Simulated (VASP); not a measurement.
Set up this calculation in VASP 6.6.1, as the native input.

| Item | Value |
| --- | --- |
| Task | single point |
| Functional | PBE |
| Potentials or basis | VASP PAW PBE potentials, release 64 (Au) |
| Cutoff | 520 eV |
| k mesh | 22 × 22 × 22 |
| Occupations | gaussian, width 0.15 eV |
| Spin | no spin polarisation |
| Dipole correction | no |
| Further INCAR settings | ALGO = Fast; EDIFF = 1e-06; NBANDS = 12 |

The structure of Au lies in POSCAR:

```
Au
1.0
   -0.4432888147      1.8495843649      1.8495843649
    1.8495843649     -0.4432888147      1.8495843649
    1.8495843649      1.8495843649     -0.4432888147
Au
1
Direct
    0.0000000000      0.0000000000      0.0000000000
```

This isn't the form of Au at room conditions, which is fcc.

One way to write it, as run:

INCAR

```
PREC = Accurate ; ENCUT = 520
EDIFF = 1E-6 ; ISMEAR = 0
SIGMA = 0.15 ; LREAL = False
LASPH = True ; NELM = 100
ALGO = Fast ; ISIF = 2
LWAVE = False ; LCHARG = False
GGA = PE ; NBANDS = 12
```

KPOINTS

```
regular mesh
0
Gamma
  22 22 22
```

Potentials or basis: VASP PAW PBE potentials, release 64 (Au).

Run with:

```bash
$ cat potpaw_PBE.64/Au/POTCAR > POTCAR
$ mpirun -np 1 vasp_std > vasp.out
```

It gave:

```yaml
Pressure: 21.4 GPa
Band_gap_on_the_k_mesh: none (metal or under the smearing width)
```

Caveat: so large a pressure means that the cell lies far from this level's equilibrium, or that cutoff or potentials fall short.

It took 52 s on 1 thread of Intel(R) Xeon(R) 6975P-C (Granite Rapids), on a shared host, peak memory 0.3 GiB.
